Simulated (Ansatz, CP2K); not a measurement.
# Cost and result for the equilibrium volume of HgTe

**What was measured.** The equilibrium volume of HgTe (Coloradoite) (F-43m) is reported as 33.73 Å³/atom at 300 K (a printed reference work). The runs below try to reproduce it.

Symmetry: F-43m, No. 216, cubic system. Conventional cell: a = 6.429 Å, b = 6.429 Å, c = 6.429 Å, α = 90.00°, β = 90.00°, γ = 90.00°. Hg (site symmetry -43m) has 4 Te at 2.78 Å as nearest neighbours. Te (site symmetry -43m) is surrounded by 4 Hg at 2.78 Å.

| rung | level | program and potentials | cutoff (eV) | k mesh | smearing | task | core time | chip | equilibrium volume (Å³/atom) | miss | notes |
| --- | --- | --- | --- | --- | --- | --- | --- | --- | --- | --- | --- |
| LDA | LDA | Ansatz, Ansatz PAW | 420 | 7 × 7 × 7 | fermi-dirac 0.05 | equation of state | 12 s | Intel Xeon 6975P-C Granite Rapids | 33.33 | -1.2 % | potentials made for PBE, which Ansatz adapts in part |
| GGA + dispersion | PBE+D4 | Ansatz, Ansatz PAW | 420 | 7 × 7 × 7 | fermi-dirac 0.05 | relaxation of cell and atoms | 19 s | Arm Neoverse V1 | 35.04 | +3.9 % | - |
| GGA | PBE | Ansatz, Ansatz PAW | 420 | 7 × 7 × 7 | fermi-dirac 0.05 | relaxation of cell and atoms | 19 s | Arm Neoverse V1 | 36.79 | +9.1 % | - |
| GGA + dispersion | PBE+D3(BJ) | Ansatz, Ansatz PAW | 420 | 7 × 7 × 7 | fermi-dirac 0.05 | relaxation of cell and atoms | 20 s | Arm Neoverse V1 | 35.08 | +4.0 % | - |
| GGA + dispersion | PBE+D3(BJ)+ATM | Ansatz, Ansatz PAW | 420 | 7 × 7 × 7 | fermi-dirac 0.05 | relaxation of cell and atoms | 21 s | Arm Neoverse V1 | 35.23 | +4.4 % | - |
| GGA | PBEsol | Ansatz, all-electron LAPW, scalar-relativistic | - | 7 × 7 × 7 | fermi-dirac 0.05 | relaxation of cell and atoms | 49 s | Arm Neoverse V2 | 34.51 | +2.3 % | - |
| GGA + dispersion | RPBE+D4 | Ansatz, all-electron LAPW, scalar-relativistic | - | 7 × 7 × 7 | fermi-dirac 0.05 | relaxation of cell and atoms | 1.8 min | Intel Xeon Skylake/Cascade Lake | 35.01 | +3.8 % | - |
| LDA | LDA | CP2K, GTH_POTENTIALS Hg GTH-PADE-q12, Te GTH-PADE-q6; TZVP-MOLOPT-PBE-GTH basis | - | 7 × 7 × 7 | fermi-dirac 0.05 | equation of state | 1.9 min | Arm Neoverse V2 | 33.81 | +0.2 % | atomic basis |

Times are single runs on shared hosts and different chips, so they are rough; meshes, cutoffs and the tasks' sizes weigh on the time. All rows: no spin polarisation. Smearing widths are in eV. For a metal such meshes aren't converged. Meshes are those of the run's cell of 2 atoms unless a note names another. Relaxations start from the cell shown or near it and stop with a little pressure left. The cell shown, of 33.22 Å³ an atom, is the runs' start and not the measured value. Misses use the values as printed. Runs on faulty files, with rough fits or with known faults for this quantity aren't shown. No row holds spin-orbit coupling.

By rung: LDA 33.33; GGA + dispersion 35.01 to 35.23; GGA 34.51 to 36.79; LDA in atomic bases 33.81 (Å³/atom). Measured: 33.73 Å³/atom at 300 K (a printed reference work). Closest, coarse meshes and atomic bases left aside, is LDA with Ansatz, Ansatz PAW (-1.2 %), and PBE misses by +9.1 % on plain settings. The runs are for a static lattice, while measurements hold temperature and zero-point motion.
